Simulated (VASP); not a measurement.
# Ru in VASP: work function with PBE+D3(BJ)

Aim: the work function of Ru with PBE+D3(BJ).

All numbers are computed with VASP 6.6.1; they aren't measurements. Logs are shortened: lines on timing, memory, paths and dates and some standing lists are left out, and cuts for length are marked.

### Step 1. The structure

The cell holds a slab with vacuum, 4 atoms: a = 2.698 Å, b = 2.698 Å, c = 27.904 Å, α = 90.00°, β = 90.00°, γ = 120.00°.

The cell was built by a generator and needn't be a form met in nature.

### Step 2. Work function, PBE+D3(BJ)

The input, INCAR:

```
PREC = Accurate
ENCUT = 520
EDIFF = 1E-6
ISMEAR = 1
SIGMA = 0.1
LREAL = False
LASPH = True
NELM = 100
ALGO = Normal
ISIF = 2
LWAVE = False
LCHARG = True
LDIPOL = True
IDIPOL = 3
DIPOL = 0.5 0.5 0.500
GGA = PE
IVDW = 12
LVHAR = True
LVACPOTAV = True
KPAR = 2
```

The input, KPOINTS:

```
Automatic mesh
0
Gamma
  14 14 1
```

The input, POSCAR:

```
Ru                                      
1.0
    2.6979127300      0.0000000000      0.0000000000
   -1.3489563700      2.3364609300      0.0000000000
    0.0000000000      0.0000000000     27.9040079300
  Ru            
     4
Selective dynamics
Direct
     0.3333330000000032    0.6666669999999968    0.3854330799999985   F   F   F
     0.6666669999999968    0.3333330000000032    0.4597638243289048   T   T   T
     0.3333330000000032    0.6666669999999968    0.5366413502657590   T   T   T
     0.6666669999999968    0.3333330000000032    0.6109708117321063   T   T   T
```

Potentials or basis: VASP PAW PBE potentials, release 64 (Ru_pv).

The run is started by

```sh
> cat potpaw_PBE.64/Ru_pv/POTCAR > POTCAR
> mpirun -np 2 vasp_std > vasp.out
```

OUTCAR:

```text
PREC = Accurate
   ENCUT = 520
   EDIFF = 1E-6
   ISMEAR = 1
   LREAL = False
   LASPH = True
   NELM = 100
   ISIF = 2
   GGA = PE
   IVDW = 12
 IVDW          = 12

 ion  position               nearest neighbor table
   1  0.333  0.667  0.385-   2 2.59   2 2.59   2 2.59
   2  0.667  0.333  0.460-   1 2.59   1 2.59   1 2.59   3 2.65   3 2.65   3 2.65
   3  0.333  0.667  0.537-   4 2.59   4 2.59   4 2.59   2 2.65   2 2.65   2 2.65
   4  0.667  0.333  0.611-   3 2.59   3 2.59   3 2.59

  LATTYP: Found a hexagonal cell.
 ALAT       =     2.6979127300
 C/A-ratio  =    10.3428133978

  Lattice vectors:

 A1 = (   2.6979127300,   0.0000000000,   0.0000000000)
 A2 = (  -1.3489563700,   2.3364609300,   0.0000000000)
 A3 = (   0.0000000000,   0.0000000000,  27.9040079300)

Analysis of symmetry for initial positions (statically):
=====================================================================
 Subroutine PRICEL returns:
 Original cell was already a primitive cell.

 Routine SETGRP: Setting up the symmetry group for a
 hexagonal supercell.

 Subroutine GETGRP returns: Found 12 space group operations
 (whereof  6 operations were pure point group operations)
 out of a pool of 24 trial point group operations.

The static configuration has the point symmetry C_3v.
 The point group associated with its full space group is D_3d.

Analysis of symmetry for dynamics (positions and initial velocities):
=====================================================================
 Subroutine PRICEL returns:
 Original cell was already a primitive cell.

 Routine SETGRP: Setting up the symmetry group for a
 hexagonal supercell.

 Subroutine GETGRP returns: Found 12 space group operations
 (whereof  6 operations were pure point group operations)
 out of a pool of 24 trial point group operations.

The dynamic configuration has the point symmetry C_3v.
 The point group associated with its full space group is D_3d.

Analysis of constrained symmetry for selective dynamics:
=====================================================================
 Subroutine PRICEL returns:
 Original cell was already a primitive cell.

 Routine SETGRP: Setting up the symmetry group for a
 hexagonal supercell.

 Subroutine GETGRP returns: Found  6 space group operations
 (whereof  6 operations were pure point group operations)
 out of a pool of 24 trial point group operations.

The constrained configuration has the point symmetry C_3v.

 Subroutine INISYM returns: Found  6 space group operations
 (whereof  6 operations are pure point group operations),
 and found     1 'primitive' translations

----------------------------------------------------------------------------------------

                                     Primitive cell

  volume of cell :     175.8948

  direct lattice vectors                    reciprocal lattice vectors
     2.697912730  0.000000000  0.000000000     0.370656912  0.213998871  0.000000000
    -1.348956370  2.336460930  0.000000000     0.000000000  0.427997741  0.000000000
     0.000000000  0.000000000 27.904007930     0.000000000  0.000000000  0.035837146

  length of vectors
     2.697912730  2.697912705 27.904007930     0.427997737  0.427997741  0.035837146

  position of ions in fractional coordinates (direct lattice)
     0.333333000  0.666667000  0.385433080
     0.666667000  0.333333000  0.459763824
     0.333333000  0.666667000  0.536641350
     0.666667000  0.333333000  0.610970812

  ion indices of the primitive-cell ions
   primitive index   ion index
                 1           1
                 2           2
                 3           3
                 4           4

----------------------------------------------------------------------------------------

 KPOINTS: Automatic mesh

Automatic generation of k-mesh.
 Grid dimensions read from file:
 generate k-points for:   14   14    1

 Generating k-lattice:

  Cartesian coordinates                     Fractional coordinates (reciprocal lattice)
     0.026475494  0.015285634  0.000000000     0.071428571  0.000000000  0.000000000
     0.000000000  0.030571267  0.000000000     0.000000000  0.071428571  0.000000000
     0.000000000  0.000000000  0.035837146     0.000000000  0.000000000  1.000000000

  Length of vectors
     0.030571267  0.030571267  0.035837146

  Shift w.r.t. Gamma in fractional coordinates (k-lattice)
     0.000000000  0.000000000  0.000000000

 Subroutine IBZKPT returns following result:
 ===========================================

 Found     24 irreducible k-points:

 Following reciprocal coordinates:
            Coordinates               Weight
  0.000000  0.000000  0.000000      1.000000
  0.071429  0.000000  0.000000      6.000000
  0.142857  0.000000  0.000000      6.000000
  0.214286 -0.000000  0.000000      6.000000
  0.285714  0.000000  0.000000      6.000000
  0.357143 -0.000000  0.000000      6.000000
[... 16 lines left out ...]
  0.285714  0.285714  0.000000      6.000000
  0.357143  0.285714  0.000000      6.000000
   k-points           NKPTS =     24   k-points in BZ     NKDIM =     24   number of bands    NBANDS=     33
   number of dos      NEDOS =    301   number of ions     NIONS =      4
   total plane-waves  NPLWV =  84000
   dimension x,y,z NGX =    20 NGY =   20 NGZ =  210
   dimension x,y,z NGXF=    40 NGYF=   40 NGZF=  420
   ions per type =               4
   NGX,Y,Z   is equivalent  to a cutoff of  12.32, 12.32, 12.51 a.u.
   NGXF,Y,Z  is equivalent  to a cutoff of  24.65, 24.65, 25.02 a.u.
 SYSTEM =  unknown system
   PREC   = accura    normal or accurate (medium, high low for compatibility)
   ISTART =      0    job   : 0-new  1-cont  2-samecut
   ICHARG =      2    charge: 1-file 2-atom 10-const
   ISPIN  =      1    spin polarized calculation?
   LNONCOLLINEAR =      F non collinear calculations
   LSORBIT =      F    spin-orbit coupling
   LASPH  =      T    aspherical Exc in radial PAW
   ENCUT  =  520.0 eV  38.22 Ry    6.18 a.u.   5.02  5.02 51.88*2*pi/ulx,y,z
   NELM   =    100;   NELMIN=  2; NELMDL= -5     # of ELM steps
   EDIFF  = 0.1E-05   stopping-criterion for ELM
   LREAL  =      F    real-space projection
   EDIFFG = 0.1E-04   stopping-criterion for IOM
   NSW    =      0    number of steps for IOM
   IBRION =     -1    ionic relax: 0-MD 1-quasi-New 2-CG
   NFREE  =      0    steps in history (QN), initial steepest desc. (CG)
   ISIF   =      2    stress and relaxation
   ISYM   =      2    0-nonsym 1-usesym 2-fastsym
   POTIM  = 0.5000    time-step for ionic-motion
   TEBEG  =    0.0;   TEEND  =   0.0 temperature during run
   PSTRESS=    0.0 pullay stress
   NELECT =      56.0000    total number of electrons
   NUPDOWN=      -1.0000    fix difference up-down
   EMIN   =  10.00;   EMAX   =-10.00  energy-range for DOS
   EFERMI =   0.00;   METHOD = LEGACY
   ISMEAR =     1;   SIGMA  =   0.10  broadening in eV -4-tet -1-fermi 0-gaus
   EFERMI_NEDOS =   21; number of points for ismear=-14 and -15
   IALGO  =     38    algorithm
   IMIX   =      4    mixing-type and parameters
     AMIX     =   0.40;   BMIX     =  1.00
     AMIX_MAG =   1.60;   BMIX_MAG =  1.00
  volume/ion in A,a.u.               =      43.97       296.75
  Fermi-wavevector in a.u.,A,eV,Ry     =   1.117858  2.112445 17.001918  1.249606
  Thomas-Fermi vector in A             =   2.254484
   LORBIT       =      0    0 simple, 1 ext, 2 COOP (PROOUT), +10 PAW based schemes
   GGA     = PE    functional components
   LHFCALC =     F    Hartree Fock is set to
   AEXX    =    0.0000 exact exchange contribution
   IVDW    =    12    specifies the selected vdW correction
   LEPSILON=     F    determine dielectric tensor
   LRPA    =     F    only Hartree local field effects (RPA)
 non-spin polarized calculation
 Methfessel and Paxton  Order N= 1 SIGMA  =   0.10
  energy-cutoff  :      520.00
  volume of cell :      175.89
 maximum number of plane-waves:      4797
 NGX is ok and might be reduce to    20
   NGX =  9   NGY =  9   NGZ =103

 dipolmoment           0.000000      0.000000     -0.000002 electrons x Angstroem

 number of electron      56.0000009 magnetization

 dipolmoment           0.000000      0.000000      0.000002 electrons x Angstroem

 Free energy of the ion-electron system (eV)
  ---------------------------------------------------
  ext. energy  EPLUGINS =         0.00000000
  ---------------------------------------------------
  free energy    TOTEN  =       -34.83294731 eV

  energy without entropy =      -34.83335918  energy(sigma->0) =      -34.83308460

 E-fermi :   0.5270     XC(G=0):  -5.0776

 val. band max:        0.5177197042   @ k =   0.2857   0.0714   0.0000
 cond. band min:       0.5416743509   @ k =   0.2143  -0.0000   0.0000
 fundamental gap:      0.0239546467
 Fermi energy:         0.5270081180

 k-point     1 :       0.0000    0.0000    0.0000
  band No.  band energies     occupation
      1     -43.1553      2.00000
      2     -42.7287      2.00000
      3     -42.3102      2.00000
      4     -42.3101      2.00000
      5     -42.2278      2.00000
      6     -42.2278      2.00000
[... 25 lines left out ...]
     32       0.6539     -0.07036
     33       1.5342     -0.00000

 k-point     2 :       0.0714    0.0000    0.0000
  band No.  band energies     occupation
      1     -43.1415      2.00000
      2     -42.7295      2.00000
      3     -42.3421      2.00000
      4     -42.3216      2.00000
      5     -42.2932      2.00000
      6     -42.2357      2.00000
[... 25 lines left out ...]
     32       0.5985      0.06995
     33       0.9087     -0.00000

 k-point     3 :       0.1429    0.0000    0.0000
  band No.  band energies     occupation
      1     -43.1027      2.00000
      2     -42.7415      2.00000
      3     -42.4351      2.00000
      4     -42.4096      2.00000
      5     -42.3533      2.00000
      6     -42.2584      2.00000
[... 25 lines left out ...]
     32       0.5170      1.16909
     33       1.2529     -0.00000

 k-point     4 :       0.2143   -0.0000    0.0000
  band No.  band energies     occupation
      1     -43.0481      2.00000
      2     -42.7949      2.00000
      3     -42.5891      2.00000
      4     -42.5020      2.00000
      5     -42.3979      2.00000
      6     -42.2917      2.00000
[... 25 lines left out ...]
     32       0.5417      0.75470
     33       1.5038     -0.00000

 k-point     5 :       0.2857    0.0000    0.0000
  band No.  band energies     occupation
      1     -43.0003      2.00000
      2     -42.9058      2.00000
      3     -42.7395      2.00000
      4     -42.5738      2.00000
      5     -42.4463      2.00000
      6     -42.3292      2.00000
[... 604 lines left out ...]
 k-point    22 :       0.3571    0.2143    0.0000
  band No.  band energies     occupation
      1     -43.0528      2.00000
      2     -43.0149      2.00000
      3     -42.8036      2.00000
      4     -42.7197      2.00000
      5     -42.6349      2.00000
      6     -42.6157      2.00000
[... 25 lines left out ...]
     32       2.1168     -0.00000
     33       5.8792      0.00000

 k-point    23 :       0.2857    0.2857    0.0000
  band No.  band energies     occupation
      1     -43.0038      2.00000
      2     -42.9899      2.00000
      3     -42.8453      2.00000
      4     -42.6803      2.00000
      5     -42.6723      2.00000
      6     -42.6432      2.00000
[... 25 lines left out ...]
     32       2.0975     -0.00000
     33       6.0352      0.00000

 k-point    24 :       0.3571    0.2857    0.0000
  band No.  band energies     occupation
      1     -42.9901      2.00000
      2     -42.9702      2.00000
      3     -42.8738      2.00000
      4     -42.7224      2.00000
      5     -42.6706      2.00000
      6     -42.6459      2.00000
[... 25 lines left out ...]
     32       1.8275     -0.00000
     33       7.3695      0.00000

------------------------ aborting loop because EDIFF is reached ----------------------------------------

 Edisp (eV)   -1.85128

 E8    (eV) :    -0.8772

  FORCE on cell =-STRESS in cart. coord.  units (eV):
  Direction    XX          YY          ZZ          XY          YZ          ZX
  --------------------------------------------------------------------------------------
  -------------------------------------------------------------------------------------
  Total      -2.61302    -2.61302    -0.06003     0.00000     0.00000     0.00000
  in kB     -23.80127   -23.80127    -0.54684     0.00000     0.00000     0.00000
  external pressure =      -16.05 kB  Pullay stress =        0.00 kB

 VOLUME and BASIS-vectors are now :
 -----------------------------------------------------------------------------
  energy-cutoff  :      520.00
  volume of cell :      175.89
      direct lattice vectors                 reciprocal lattice vectors
     2.697912730  0.000000000  0.000000000     0.370656912  0.213998871  0.000000000
    -1.348956370  2.336460930  0.000000000     0.000000000  0.427997741  0.000000000
     0.000000000  0.000000000 27.904007930     0.000000000  0.000000000  0.035837146

 POSITION                                       TOTAL-FORCE (eV/Angst)
 -----------------------------------------------------------------------------------
     -0.00000      1.55764     10.75513         0.000000      0.000000      0.000419
      1.34896      0.77882     12.82925         0.000000     -0.000000      0.004741
     -0.00000      1.55764     14.97444        -0.000000      0.000000     -0.004500
      1.34896      0.77882     17.04853         0.000000      0.000000     -0.000660
 -----------------------------------------------------------------------------------
    total drift:                               -0.000000      0.000000     -0.000314

  FREE ENERGIE OF THE ION-ELECTRON SYSTEM (eV)
  ---------------------------------------------------
  free  energy   TOTEN  =       -36.6842309394 eV

  energy  without entropy=      -36.6846428143  energy(sigma->0) =      -36.68436823

 vacuum level on the upper side and lower side of the slab         5.589         5.589
```

It took 2.1 min on 2 MPI ranks of AMD EPYC 7R13 (Zen 3), shared host; peak memory 0.29 GiB.

Results:

```yaml
Free_energy: -36.6842 eV
Largest_force: 0.005 eV/Å
Band_gap_on_the_k_mesh: none (metal or under the smearing width)
Dispersion_energy_per_atom: -0.463 eV
Work_function_of_the_upper_face: 5.06 eV
Work_function_of_the_lower_face: 5.06 eV
```

Forces on the atoms (eV/Å):
```
Ru   0.000  0.000  0.000
Ru   0.000  0.000  0.005
Ru   0.000  0.000 -0.004
Ru   0.000  0.000 -0.001
```
